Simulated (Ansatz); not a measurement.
# C2H6O2: the cost of one run

Program: Ansatz 0.2.0. Level of theory: the levels named in each step. These are calculated values, not measurements.

### 1 The structure to begin with

Bond lengths: O1–C2 1.415 Å, C2–C3 1.530 Å, C3–O4 1.402 Å, O1–H5 0.962 Å, C2–H6 1.098 Å, C2–H7 1.098 Å, C3–H8 1.092 Å, C3–H9 1.099 Å, O4–H10 0.966 Å. Angles: O1–C2–C3 107.4°, O1–C2–H6 110.4°, O1–C2–H7 110.9°, C3–C2–H6 109.4°, C3–C2–H7 109.5°, H6–C2–H7 109.1°, C2–O1–H5 109.3°, C2–C3–O4 111.7°, C2–C3–H8 109.9°, C2–C3–H9 108.6°, O4–C3–H8 106.8°, O4–C3–H9 110.6°, H8–C3–H9 109.2°, C3–O4–H10 107.0°.

As a file:

```xyz
10

O     1.4072   -0.4690    0.0014
C     0.6438    0.7014   -0.2210
C    -0.7975    0.2644   -0.4888
O    -1.3575   -0.3850    0.6205
H     2.3180   -0.2234    0.1884
H     0.6700    1.3501    0.6646
H     1.0245    1.2599   -1.0862
H    -1.4197    1.1388   -0.6897
H    -0.8065   -0.3946   -1.3682
H    -0.7429   -1.0838    0.8776
```

### 2 A rough first relaxation, PBE-D4/def2-SVP

Contents of input.yaml:

```yaml
crystal:
  periodic: [false, false, false]
  atoms:
    - { symbol: O, position_ang: [1.40716, -0.46904, 0.0014] }
    - { symbol: C, position_ang: [0.64376, 0.70142, -0.22097] }
    - { symbol: C, position_ang: [-0.79748, 0.26441, -0.48877] }
    - { symbol: O, position_ang: [-1.3575, -0.38497, 0.62046] }
    - { symbol: H, position_ang: [2.31802, -0.22339, 0.18843] }
    - { symbol: H, position_ang: [0.66995, 1.35012, 0.66457] }
    - { symbol: H, position_ang: [1.02449, 1.25987, -1.08622] }
    - { symbol: H, position_ang: [-1.41969, 1.13881, -0.6897] }
    - { symbol: H, position_ang: [-0.80652, -0.39461, -1.36825] }
    - { symbol: H, position_ang: [-0.74287, -1.08377, 0.87758] }
basis:
  gaussian: { orbitals: def2-SVP }
hamiltonian:
  xc: pbe
  dispersion: d4
relax:
  f_tol: 0.03
  max_steps: 200
```

Started as:

```bash
$ ansatz run input.yaml --threads 4 --pin off --max-ram 10240MiB --backend cpu --events-out ev --progress --plain --runs-dir out
```

Q: Estimate wall time and peak memory on 4 threads of Intel Xeon at 2.50GHz (Skylake/Cascade Lake), shared host.

About 12 s, with a peak of 0.13 GiB.
